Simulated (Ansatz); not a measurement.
# Al15ZnO24: the cost of one run

Method: DFT, PBE, plane-wave PAW, default files, scalar-relativistic, as far as a step names no other, in Ansatz 0.2.0.

### 1 The structure to begin with

Symmetry: R3, No. 146, trigonal system. Conventional cell: a = 9.521 Å, b = 9.521 Å, c = 12.996 Å, α = 90.00°, β = 90.00°, γ = 120.00°. Around Zn (site symmetry 3) lie 6 O at 1.85 to 1.97 Å. Around Al (site symmetry 1) lie 6 O at 1.85 to 1.97 Å. Around Al (site symmetry 3) lie 6 O at 1.85 to 1.97 Å. Only part of the 16 independent sites is listed.

Coordinates:

```cif
data_structure
_symmetry_space_group_name_H-M 'P 1'
_symmetry_Int_Tables_number 1
_cell_length_a 6.9987
_cell_length_b 6.9987
_cell_length_c 6.9987
_cell_angle_alpha 85.718
_cell_angle_beta 85.718
_cell_angle_gamma 85.718
_cell_volume 340.07
loop_
_atom_site_label
_atom_site_type_symbol
_atom_site_fract_x
_atom_site_fract_y
_atom_site_fract_z
_atom_site_occupancy
Zn1 Zn 0.35216 0.35216 0.35216 1
Al1 Al 0.85216 0.85216 0.35216 1
Al2 Al 0.85216 0.35216 0.85216 1
Al3 Al 0.35216 0.85216 0.85216 1
Al4 Al 0.14784 0.14784 0.14784 1
Al5 Al 0.64784 0.64784 0.14784 1
Al6 Al 0.64784 0.14784 0.64784 1
Al7 Al 0.14784 0.64784 0.64784 1
Al8 Al 0.64784 0.64784 0.64784 1
Al9 Al 0.14784 0.14784 0.64784 1
Al10 Al 0.14784 0.64784 0.14784 1
Al11 Al 0.64784 0.14784 0.14784 1
Al12 Al 0.85216 0.85216 0.85216 1
Al13 Al 0.35216 0.35216 0.85216 1
Al14 Al 0.35216 0.85216 0.35216 1
Al15 Al 0.85216 0.35216 0.35216 1
O1 O 0.59666 0.40334 0.75000 1
O2 O 0.09666 0.90334 0.75000 1
O3 O 0.09666 0.40334 0.25000 1
O4 O 0.59666 0.90334 0.25000 1
O5 O 0.75000 0.59666 0.40334 1
O6 O 0.25000 0.09666 0.40334 1
O7 O 0.25000 0.59666 0.90334 1
O8 O 0.75000 0.09666 0.90334 1
O9 O 0.40334 0.75000 0.59666 1
O10 O 0.90334 0.25000 0.59666 1
O11 O 0.90334 0.75000 0.09666 1
O12 O 0.40334 0.25000 0.09666 1
O13 O 0.40334 0.59666 0.25000 1
O14 O 0.90334 0.09666 0.25000 1
O15 O 0.90334 0.59666 0.75000 1
O16 O 0.40334 0.09666 0.75000 1
O17 O 0.25000 0.40334 0.59666 1
O18 O 0.75000 0.90334 0.59666 1
O19 O 0.75000 0.40334 0.09666 1
O20 O 0.25000 0.90334 0.09666 1
O21 O 0.59666 0.25000 0.40334 1
O22 O 0.09666 0.75000 0.40334 1
O23 O 0.09666 0.25000 0.90334 1
O24 O 0.59666 0.75000 0.90334 1
```

Atom 1 of the input is the impurity.

### 2 First run, atoms as given

Contents of input.yaml:

```yaml
crystal:
  lattice:
    - [-4.7605, -2.7484759565, 4.3318666667]
    - [4.7605, -2.7484759565, 4.3318666667]
    - [0.0, 5.4969519129, 4.3318666667]
  atoms:
    - { symbol: Zn, position: [0.35216, 0.35216, 0.35216] }
    - { symbol: Al, position: [0.85216, 0.85216, 0.35216] }
    - { symbol: Al, position: [0.85216, 0.35216, 0.85216] }
    - { symbol: Al, position: [0.35216, 0.85216, 0.85216] }
    - { symbol: Al, position: [0.14784, 0.14784, 0.14784] }
    - { symbol: Al, position: [0.64784, 0.64784, 0.14784] }
    - { symbol: Al, position: [0.64784, 0.14784, 0.64784] }
    - { symbol: Al, position: [0.14784, 0.64784, 0.64784] }
    - { symbol: Al, position: [0.64784, 0.64784, 0.64784] }
    - { symbol: Al, position: [0.14784, 0.14784, 0.64784] }
    - { symbol: Al, position: [0.14784, 0.64784, 0.14784] }
    - { symbol: Al, position: [0.64784, 0.14784, 0.14784] }
    - { symbol: Al, position: [0.85216, 0.85216, 0.85216] }
    - { symbol: Al, position: [0.35216, 0.35216, 0.85216] }
    - { symbol: Al, position: [0.35216, 0.85216, 0.35216] }
    - { symbol: Al, position: [0.85216, 0.35216, 0.35216] }
    - { symbol: O, position: [0.59666, 0.40334, 0.75] }
    - { symbol: O, position: [0.09666, 0.90334, 0.75] }
    - { symbol: O, position: [0.09666, 0.40334, 0.25] }
    - { symbol: O, position: [0.59666, 0.90334, 0.25] }
    - { symbol: O, position: [0.75, 0.59666, 0.40334] }
    - { symbol: O, position: [0.25, 0.09666, 0.40334] }
    - { symbol: O, position: [0.25, 0.59666, 0.90334] }
    - { symbol: O, position: [0.75, 0.09666, 0.90334] }
    - { symbol: O, position: [0.40334, 0.75, 0.59666] }
    - { symbol: O, position: [0.90334, 0.25, 0.59666] }
    - { symbol: O, position: [0.90334, 0.75, 0.09666] }
    - { symbol: O, position: [0.40334, 0.25, 0.09666] }
    - { symbol: O, position: [0.40334, 0.59666, 0.25] }
    - { symbol: O, position: [0.90334, 0.09666, 0.25] }
    - { symbol: O, position: [0.90334, 0.59666, 0.75] }
    - { symbol: O, position: [0.40334, 0.09666, 0.75] }
    - { symbol: O, position: [0.25, 0.40334, 0.59666] }
    - { symbol: O, position: [0.75, 0.90334, 0.59666] }
    - { symbol: O, position: [0.75, 0.40334, 0.09666] }
    - { symbol: O, position: [0.25, 0.90334, 0.09666] }
    - { symbol: O, position: [0.59666, 0.25, 0.40334] }
    - { symbol: O, position: [0.09666, 0.75, 0.40334] }
    - { symbol: O, position: [0.09666, 0.25, 0.90334] }
    - { symbol: O, position: [0.59666, 0.75, 0.90334] }
total_charge: -1
kpoints:
  mp_grid: { grid: [3, 3, 3] }
scf:
  occupations: { method: fermi_dirac, width: 0.01 }
hamiltonian:
  xc: pbe
  pseudopotentials: { kind: paw }
output:
  forces: true
  stress: true
  populations: true
  efg:
    quadrupole_moments_barn: { Zn: 0.122, Al: 0.1466, O: -0.02558 }
    contact_densities: true
  write_density: true
  write_potential: true
  elf: true
  volumetric_format: npy
```

Command:

```
> ansatz run input.yaml --threads 1 --pin off --max-ram 3072MiB --backend cpu --events-out ev --progress --plain --runs-dir out
```

**Question.** How long does this run take on 1 thread of Arm Neoverse V1, shared host, and how much memory does it need?

About 63 s, with a peak of 0.7 GiB.
